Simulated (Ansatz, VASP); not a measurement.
# Two plane-wave programs on Ti

The input INCAR:

```
SYSTEM = Ti
ALGO     = Fast           ! electronic algorithm
EDIFF    = 1E-7           ! SCF threshold, eV
ENCUT    = 520            ! plane-wave cutoff, eV
ISIF     = 2              ! what is computed and relaxed
ISMEAR   = 0              ! smearing method
LASPH    = .TRUE.         ! aspherical terms in the spheres
LCHARG   = .FALSE.        ! write CHGCAR
LREAL    = .FALSE.        ! projectors in reciprocal space
LWAVE    = .FALSE.        ! write WAVECAR
NBANDS   = 12             ! bands
NELM     = 100            ! most SCF steps
PREC     = Accurate       ! precision mode
SIGMA    = 0.15           ! smearing width, eV
```

File KPOINTS:

```
k-points
0
G
  22 22 22
  0 0 0
```

File POSCAR:

```
Ti
1.0
    0.0000000000      2.3434638167      1.5232514809
    2.3434638167      0.0000000000      1.5232514809
    2.3434638167      2.3434638167      0.0000000000
Ti
1
Direct
    0.0000000000      0.0000000000      0.0000000000
```

Input for Ansatz:

```yaml
crystal:
  lattice:
    - [0.0, 2.3434638167, 1.5232514809]
    - [2.3434638167, 0.0, 1.5232514809]
    - [2.3434638167, 2.3434638167, 0.0]
  atoms:
    - { symbol: Ti, position: [0.0, 0.0, 0.0] }
basis:
  ecutwfc: 420
kpoints:
  mp_grid: { grid: [22, 22, 22] }
hamiltonian:
  xc: lda
scf:
  occupations: { method: gaussian, width: 0.15 }
output:
  forces: true
  stress: true
  eigenvalues: true
```

Alike in both runs: task single point; functional LDA; k mesh 22 × 22 × 22; occupations gaussian, width 0.15 eV; no spin polarisation.

|  | VASP | Ansatz |
| --- | --- | --- |
| version | VASP 6.6.1 | Ansatz 0.2.0 |
| potentials or method | VASP PAW LDA potentials, release 64 (Ti_sv) | scalar-relativistic, plane waves, PAW |
| plane-wave cutoff (eV) | 520 | 420 |
| valence electrons in the cell | 12 | 12 |

```tsv
	VASP	Ansatz	Ansatz less VASP
gap on the k mesh at the Fermi level (eV)	none	none	-
pressure (GPa)	-5.8	-5.7	+0.12
largest component of the traceless stress (GPa)	1.68	1.67	-0.004
```

A gap of «none» marks a metal or a gap that the smearing closes.
